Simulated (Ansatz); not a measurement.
Crystal: MoP.

```xyz
2
Lattice="3.2230 0.0000 0.0000 -1.6115 2.7912 0.0000 0.0000 0.0000 3.1910" Properties=species:S:1:pos:R:3 pbc="T T T"
Mo    0.0000    0.0000    0.0000
P     0.0000    1.8608    1.5955
```

| Quantity | Value |
| --- | --- |
| Program | Ansatz 0.2.0 |
| Task | relaxation of cell and atoms |
| Functional | HSE06 |
| Potentials or basis | Ansatz PAW |
| Cutoff | 420 eV (not typed: the program's choice for these potentials) |
| k mesh | 5 × 5 × 4 |
| Occupations | fermi-dirac, width 0.05 eV |
| Spin | no spin polarisation |

At the start: volume 14.35 Å³/atom.

Task: Where does the relaxation end?

Result: It ends after 5 steps and the volume is 14.05 Å³/atom (-2.1 %); space group P-6m2 (No. 187, to 0.05 Å).

The path:
```tsv
step	energy change (eV)	largest force (eV/Å)	volume (Å³)
1	0.0000	0.0000	28.71
2	-0.0140	0.0000	28.19
3	-0.0142	0.0000	28.11
4	-0.0142	0.0000	28.10
5	-0.0141	0.0000	28.10
```

Final structure:
```xyz
2
Lattice="3.1807 0.0000 0.0000 -1.5904 2.7546 0.0000 0.0000 0.0000 3.2074" Properties=species:S:1:pos:R:3 pbc="T T T"
Mo    0.0000    0.0000    0.0000
P     0.0000    1.8364    1.6037
```

Caveat: the k mesh is coarse (spacing up to 0.49 Å⁻¹), so the values aren't converged, least of all with exact exchange; the plane-wave basis is chosen anew once the cell has moved, so the energies of steps on either side of that aren't comparable; the PAW data sets come from PBE, with cores solved anew for the run's functional, which leaves a small shift of forces and pressure.
